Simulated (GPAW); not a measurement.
SiMo3:

```
Mo Si
1.0
     4.88900    0.00000    0.00000
     0.00000    4.88900    0.00000
     0.00000    0.00000    4.88900
Mo Si
6 2
Cartesian
  0.0000 2.4445 1.2223
  0.0000 2.4445 3.6668
  2.4445 1.2223 0.0000
  3.6668 0.0000 2.4445
  2.4445 3.6668 0.0000
  1.2223 0.0000 2.4445
  2.4445 2.4445 2.4445
  0.0000 0.0000 0.0000
```

| Quantity | Value |
| --- | --- |
| Program | GPAW 26.7.0 |
| Task | relaxation of cell and atoms |
| Functional | PBEsol |
| Dispersion | D3(BJ)+ATM |
| Potentials or basis | PAW data sets generated in the run's folder for this functional |
| Cutoff | 600 eV |
| Basis | pw |
| k mesh | 4 × 4 × 4 |
| Occupations | fermi-dirac, width 0.05 eV |
| Spin | no spin polarisation |

At the start: pressure -9.3 GPa; volume 14.61 Å³/atom.

How do energy, volume and symmetry change on relaxing?

Over 4 steps the energy falls by 15.0 meV/atom and the volume is 14.09 Å³/atom (-3.5 %); space group Pm-3n (No. 223, to 0.05 Å).

Step by step:
```tsv
step	energy change (eV)	largest force (eV/Å)	pressure (GPa)	volume (Å³)
1	0.0000	0.0001	-9.33	116.86
2	-0.0286	0.0002	-8.23	116.33
3	-0.1201	0.0005	0.35	112.58
4	-0.1203	0.0003	-0.01	112.73
```

Final structure:
```xyz
8
Lattice="4.8307 0.0000 0.0000 0.0000 4.8307 0.0000 0.0000 0.0000 4.8307" Properties=species:S:1:pos:R:3 pbc="T T T"
Mo    0.0000    2.4153    1.2077
Mo    0.0000    2.4153    3.6230
Mo    2.4153    1.2077    0.0000
Mo    3.6230    0.0000    2.4153
Mo    2.4153    3.6230    0.0000
Mo    1.2077    0.0000    2.4153
Si    2.4153    2.4153    2.4153
Si    0.0000    0.0000    0.0000
```

Caveat: later steps reuse the first step's grids; pairwise dispersion overbinds metals, which lowers pressure and volume.
